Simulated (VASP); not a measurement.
# P in VASP: single point with LDA

Aim: the single point of P with LDA.

Program: VASP 6.6.1. These are calculated values, not measurements. Logs are shortened: lines on timing, memory, paths and dates and some standing lists are left out, and cuts for length are marked.

## Step 1: The structure

The cell holds a sheet with vacuum, 8 atoms: a = 3.314 Å, b = 4.376 Å, c = 23.370 Å, α = 90.00°, β = 90.00°, γ = 90.00°.

The cell was built by a generator and needn't be a form met in nature.

## Step 2: Single point, LDA

Input file INCAR:

```
SYSTEM = P
ALGO = Normal
EDIFF = 1E-6
ENCUT = 520
GGA = CA
ISIF = 2
ISMEAR = -1
LASPH = .TRUE.
LCHARG = .FALSE.
LREAL = .FALSE.
LWAVE = .FALSE.
NBANDS = 30
NELM = 60
PREC = Accurate
SIGMA = 0.05
```

Input file KPOINTS:

```
k-points
0
G
  12 9 1
  0 0 0
```

Input file POSCAR:

```
P
1.0
    3.3136000000      0.0000000000      0.0000000000
    0.0000000000      4.3763000000      0.0000000000
    0.0000000000      0.0000000000     23.3698060800
P
8
Direct
    0.0000000000      0.0805600000      0.4334997922
    0.0000000000      0.9194400000      0.3423220532
    0.5000000000      0.5805600000      0.3423220532
    0.5000000000      0.4194400000      0.4334997922
    0.5000000000      0.0805600000      0.6576779468
    0.5000000000      0.9194400000      0.5665002078
    0.0000000000      0.5805600000      0.5665002078
    0.0000000000      0.4194400000      0.6576779468
```

Potentials or basis: VASP PAW LDA potentials, release 64 (P).

Command:

```
> cat potpaw_LDA.64/P/POTCAR > POTCAR
> mpirun -np 1 vasp_std > vasp.out
```

OUTCAR:

```text
SYSTEM = P
   EDIFF = 1E-6
   ENCUT = 520
   GGA = CA
   ISIF = 2
   ISMEAR = -1
   LASPH = .TRUE.
   LREAL = .FALSE.
   NELM = 60
   PREC = Accurate

 ion  position               nearest neighbor table
   1  0.000  0.081  0.433-   4 2.22   4 2.22   2 2.24
   2  0.000  0.919  0.342-   3 2.22   3 2.22   1 2.24
   3  0.500  0.581  0.342-   2 2.22   2 2.22   4 2.24
   4  0.500  0.419  0.433-   1 2.22   1 2.22   3 2.24
   5  0.500  0.081  0.658-   8 2.22   8 2.22   6 2.24
   6  0.500  0.919  0.567-   7 2.22   7 2.22   5 2.24
   7  0.000  0.581  0.567-   6 2.22   6 2.22   8 2.24
   8  0.000  0.419  0.658-   5 2.22   5 2.22   7 2.24

  LATTYP: Found a simple orthorhombic cell.
 ALAT       =     3.3136000000
 B/A-ratio  =     1.3207085949
 C/A-ratio  =     7.0526937711

  Lattice vectors:

 A1 = (   3.3136000000,   0.0000000000,   0.0000000000)
 A2 = (   0.0000000000,   4.3763000000,   0.0000000000)
 A3 = (   0.0000000000,   0.0000000000,  23.3698060800)

Analysis of symmetry for initial positions (statically):
=====================================================================
 Subroutine PRICEL returns:
 Original cell was already a primitive cell.

 Routine SETGRP: Setting up the symmetry group for a
 simple orthorhombic supercell.

 Subroutine GETGRP returns: Found  8 space group operations
 (whereof  2 operations were pure point group operations)
 out of a pool of  8 trial point group operations.

The static configuration has the point symmetry C_1h.
 The point group associated with its full space group is D_2h.

Analysis of symmetry for dynamics (positions and initial velocities):
=====================================================================
 Subroutine PRICEL returns:
 Original cell was already a primitive cell.

 Routine SETGRP: Setting up the symmetry group for a
 simple orthorhombic supercell.

 Subroutine GETGRP returns: Found  8 space group operations
 (whereof  2 operations were pure point group operations)
 out of a pool of  8 trial point group operations.

The dynamic configuration has the point symmetry C_1h.
 The point group associated with its full space group is D_2h.

 Subroutine INISYM returns: Found  8 space group operations
 (whereof  2 operations are pure point group operations),
 and found     1 'primitive' translations

----------------------------------------------------------------------------------------

                                     Primitive cell

  volume of cell :     338.8927

  direct lattice vectors                    reciprocal lattice vectors
     3.313600000  0.000000000  0.000000000     0.301786577  0.000000000  0.000000000
     0.000000000  4.376300000  0.000000000     0.000000000  0.228503530  0.000000000
     0.000000000  0.000000000 23.369806080     0.000000000  0.000000000  0.042790257

  length of vectors
     3.313600000  4.376300000 23.369806080     0.301786577  0.228503530  0.042790257

  position of ions in fractional coordinates (direct lattice)
     0.000000000  0.080560000  0.433499792
     0.000000000  0.919440000  0.342322053
     0.500000000  0.580560000  0.342322053
     0.500000000  0.419440000  0.433499792
     0.500000000  0.080560000  0.657677947
     0.500000000  0.919440000  0.566500208
     0.000000000  0.580560000  0.566500208
     0.000000000  0.419440000  0.657677947

  ion indices of the primitive-cell ions
   primitive index   ion index
                 1           1
                 2           2
                 3           3
                 4           4
                 5           5
                 6           6
                 7           7
                 8           8

----------------------------------------------------------------------------------------

 KPOINTS: k-points

Automatic generation of k-mesh.
 Grid dimensions read from file:
 generate k-points for:   12    9    1

 Generating k-lattice:

  Cartesian coordinates                     Fractional coordinates (reciprocal lattice)
     0.025148881  0.000000000  0.000000000     0.083333333  0.000000000  0.000000000
     0.000000000  0.025389281  0.000000000     0.000000000  0.111111111  0.000000000
     0.000000000  0.000000000  0.042790257     0.000000000  0.000000000  1.000000000

  Length of vectors
     0.025148881  0.025389281  0.042790257

  Shift w.r.t. Gamma in fractional coordinates (k-lattice)
     0.000000000  0.000000000  0.000000000

 Subroutine IBZKPT returns following result:
 ===========================================

 Found     35 irreducible k-points:

 Following reciprocal coordinates:
            Coordinates               Weight
  0.000000  0.000000  0.000000      1.000000
  0.083333  0.000000  0.000000      2.000000
  0.166667  0.000000  0.000000      2.000000
  0.250000  0.000000  0.000000      2.000000
  0.333333  0.000000  0.000000      2.000000
  0.416667  0.000000  0.000000      2.000000
[... 16 lines left out ...]
  0.083333  0.333333  0.000000      4.000000
  0.166667  0.333333  0.000000      4.000000
 [... further k-points ...]
   k-points           NKPTS =     35   k-points in BZ     NKDIM =     35   number of bands    NBANDS=     30
   number of dos      NEDOS =    301   number of ions     NIONS =      8
   total plane-waves  NPLWV = 181440
   dimension x,y,z NGX =    28 NGY =   36 NGZ =  180
   dimension x,y,z NGXF=    56 NGYF=   72 NGZF=  360
   ions per type =               8
   NGX,Y,Z   is equivalent  to a cutoff of  14.05, 13.68, 12.80 a.u.
   NGXF,Y,Z  is equivalent  to a cutoff of  28.10, 27.35, 25.61 a.u.
 SYSTEM =  P
   PREC   = accura    normal or accurate (medium, high low for compatibility)
   ISTART =      0    job   : 0-new  1-cont  2-samecut
   ICHARG =      2    charge: 1-file 2-atom 10-const
   ISPIN  =      1    spin polarized calculation?
   LNONCOLLINEAR =      F non collinear calculations
   LSORBIT =      F    spin-orbit coupling
   LASPH  =      T    aspherical Exc in radial PAW
   ENCUT  =  520.0 eV  38.22 Ry    6.18 a.u.   6.16  8.14 43.45*2*pi/ulx,y,z
   NELM   =     60;   NELMIN=  2; NELMDL= -5     # of ELM steps
   EDIFF  = 0.1E-05   stopping-criterion for ELM
   LREAL  =      F    real-space projection
[... 7 lines left out ...]
   TEBEG  =    0.0;   TEEND  =   0.0 temperature during run
   PSTRESS=    0.0 pullay stress
   NELECT =      40.0000    total number of electrons
   NUPDOWN=      -1.0000    fix difference up-down
   EMIN   =  10.00;   EMAX   =-10.00  energy-range for DOS
   EFERMI =   0.00;   METHOD = LEGACY
   ISMEAR =    -1;   SIGMA  =   0.05  broadening in eV -4-tet -1-fermi 0-gaus
   EFERMI_NEDOS =   21; number of points for ismear=-14 and -15
   IALGO  =     38    algorithm
   IMIX   =      4    mixing-type and parameters
     AMIX     =   0.40;   BMIX     =  1.00
     AMIX_MAG =   1.60;   BMIX_MAG =  1.00
  volume/ion in A,a.u.               =      42.36       285.87
  Fermi-wavevector in a.u.,A,eV,Ry     =   0.803047  1.517538  8.774177  0.644884
  Thomas-Fermi vector in A             =   1.910840
   LORBIT       =      0    0 simple, 1 ext, 2 COOP (PROOUT), +10 PAW based schemes
   GGA     = CA    functional components
   LHFCALC =     F    Hartree Fock is set to
   AEXX    =    0.0000 exact exchange contribution
   IVDW    =     0    specifies the selected vdW correction
   LEPSILON=     F    determine dielectric tensor
   LRPA    =     F    only Hartree local field effects (RPA)
 non-spin polarized calculation
  energy-cutoff  :      520.00
  volume of cell :      338.89
 maximum number of plane-waves:      9160
 NGX is ok and might be reduce to    28
   NGX = 13   NGY = 17   NGZ = 87

 number of electron      40.0000002 magnetization

 Free energy of the ion-electron system (eV)
  ---------------------------------------------------
  ext. energy  EPLUGINS =         0.00000000
  ---------------------------------------------------
  free energy    TOTEN  =       -47.82004185 eV

  energy without entropy =      -47.81840778  energy(sigma->0) =      -47.81922482

 E-fermi :   0.3798     XC(G=0):  -4.9880

 val. band max:        0.2918569187   @ k =   0.0000   0.0000   0.0000
 cond. band min:       0.4706121282   @ k =   0.0000   0.0000   0.0000
 fundamental gap:      0.1787552095
 Fermi energy:         0.3798175853

 k-point     1 :       0.0000    0.0000    0.0000
  band No.  band energies     occupation
      1     -15.3521      2.00000
      2     -15.2296      2.00000
      3     -12.7802      2.00000
      4     -12.4881      2.00000
      5      -9.0858      2.00000
      6      -9.0171      2.00000
[... 22 lines left out ...]
     29       4.2174      0.00000
     30       4.4678      0.00000

 k-point     2 :       0.0833    0.0000    0.0000
  band No.  band energies     occupation
      1     -15.2696      2.00000
      2     -15.1475      2.00000
      3     -12.6946      2.00000
      4     -12.4030      2.00000
      5      -9.1383      2.00000
      6      -9.0791      2.00000
[... 22 lines left out ...]
     29       4.3180      0.00000
     30       4.5559      0.00000

 k-point     3 :       0.1667    0.0000    0.0000
  band No.  band energies     occupation
      1     -15.0230      2.00000
      2     -14.9022      2.00000
      3     -12.4384      2.00000
      4     -12.1482      2.00000
      5      -9.3518      2.00000
      6      -9.3233      2.00000
[... 22 lines left out ...]
     29       4.2922      0.00000
     30       4.6425      0.00000

 k-point     4 :       0.2500    0.0000    0.0000
  band No.  band energies     occupation
      1     -14.6156      2.00000
      2     -14.4971      2.00000
      3     -12.0132      2.00000
      4     -11.7253      2.00000
      5      -9.8599      2.00000
      6      -9.8418      2.00000
[... 22 lines left out ...]
     29       4.1821      0.00000
     30       4.5632      0.00000

 k-point     5 :       0.3333    0.0000    0.0000
  band No.  band energies     occupation
      1     -14.0535      2.00000
      2     -13.9388      2.00000
      3     -11.4217      2.00000
      4     -11.1375      2.00000
      5     -10.6708      2.00000
      6     -10.6117      2.00000
[... 22 lines left out ...]
     29       3.2688      0.00000
     30       3.5796      0.00000
[... 526 lines left out ...]
     29       3.6948      0.00000
     30       3.6948      0.00000

 k-point    22 :       0.0000    0.3333    0.0000
  band No.  band energies     occupation
      1     -14.7355      2.00000
      2     -14.6334      2.00000
      3     -13.3000      2.00000
      4     -13.2566      2.00000
      5      -9.4828      2.00000
      6      -9.1839      2.00000
[... 22 lines left out ...]
     29       3.8585      0.00000
     30       3.8672      0.00000

 k-point    23 :       0.0833    0.3333    0.0000
  band No.  band energies     occupation
      1     -14.6549      2.00000
      2     -14.5532      2.00000
      3     -13.2211      2.00000
      4     -13.1786      2.00000
      5      -9.4540      2.00000
      6      -9.1597      2.00000
[... 22 lines left out ...]
     29       3.5392      0.00000
     30       3.7453      0.00000

 k-point    24 :       0.1667    0.3333    0.0000
  band No.  band energies     occupation
      1     -14.4146      2.00000
      2     -14.3142      2.00000
      3     -12.9878      2.00000
      4     -12.9482      2.00000
      5      -9.4053      2.00000
      6      -9.1282      2.00000
[... 22 lines left out ...]
     29       3.9507      0.00000
     30       4.1972      0.00000

 [... further k-points ...]
[... 5 lines left out ...]
  --------------------------------------------------------------------------------------
  -------------------------------------------------------------------------------------
  Total       -3.2031432     -2.2772442     -1.6633754      0.0000000      0.0000000      0.0000000
  in kB      -15.1434440    -10.7660876     -7.8639111      0.0000000      0.0000000      0.0000000
  external PRESSURE =     -11.2578142 kB  Pullay stress =       0.0000000 kB

 VOLUME and BASIS-vectors are now :
 -----------------------------------------------------------------------------
  energy-cutoff  :      520.00
  volume of cell :      338.89
      direct lattice vectors                 reciprocal lattice vectors
     3.313600000  0.000000000  0.000000000     0.301786577  0.000000000  0.000000000
     0.000000000  4.376300000  0.000000000     0.000000000  0.228503530  0.000000000
     0.000000000  0.000000000 23.369806080     0.000000000  0.000000000  0.042790257

 POSITION                                       TOTAL-FORCE (eV/Angst)
 -----------------------------------------------------------------------------------
      0.00000      0.35255     10.13081         0.000000      0.059080     -0.054770
      0.00000      4.02375      8.00000         0.000000     -0.143539      0.133819
      1.65680      2.54070      8.00000        -0.000000      0.143539      0.133819
      1.65680      1.83560     10.13081        -0.000000     -0.059080     -0.054770
      1.65680      0.35255     15.36981         0.000000      0.143539     -0.133819
      1.65680      4.02375     13.23900        -0.000000     -0.059080      0.054770
      0.00000      2.54070     13.23900         0.000000      0.059080      0.054770
      0.00000      1.83560     15.36981         0.000000     -0.143539     -0.133819
 -----------------------------------------------------------------------------------
    total drift:                               -0.000000      0.000000      0.000000

  FREE ENERGIE OF THE ION-ELECTRON SYSTEM (eV)
  ---------------------------------------------------
  free  energy   TOTEN  =       -47.8200418526 eV

  energy  without entropy=      -47.8184077810  energy(sigma->0) =      -47.81922482
```

Run time: 6 min. Hardware: 1 thread of Intel Xeon Platinum 8559C (Emerald Rapids), shared host; peak memory 0.47 GiB.

Results:

```yaml
Free_energy: -47.8200 eV
Largest_force: 0.196 eV/Å
Band_gap_on_the_k_mesh: 0.18 eV, direct
```

Forces in eV/Å, atoms in the order of the input:
```
P    0.000  0.059 -0.055
P    0.000 -0.144  0.134
P    0.000  0.144  0.134
P    0.000 -0.059 -0.055
P    0.000  0.144 -0.134
P    0.000 -0.059  0.055
P    0.000  0.059  0.055
P    0.000 -0.144 -0.134
```

Levels at points of the mesh, in eV from the valence-band top:
```tsv
k point	band 16	band 17	band 18	band 19	band 20	band 21	band 22	band 23	band 24	band 25
(0.00, 0.00, 0.00)	-2.34	-2.19	-2.13	-0.83	0.00	0.18	0.78	0.84	1.07	2.08
(0.50, 0.00, 0.00)	-3.17	-2.68	-2.68	-2.33	-2.33	0.79	0.79	0.81	0.81	1.30
```

Expect the measured gap to be larger: semilocal functionals such as LDA lack the derivative discontinuity.
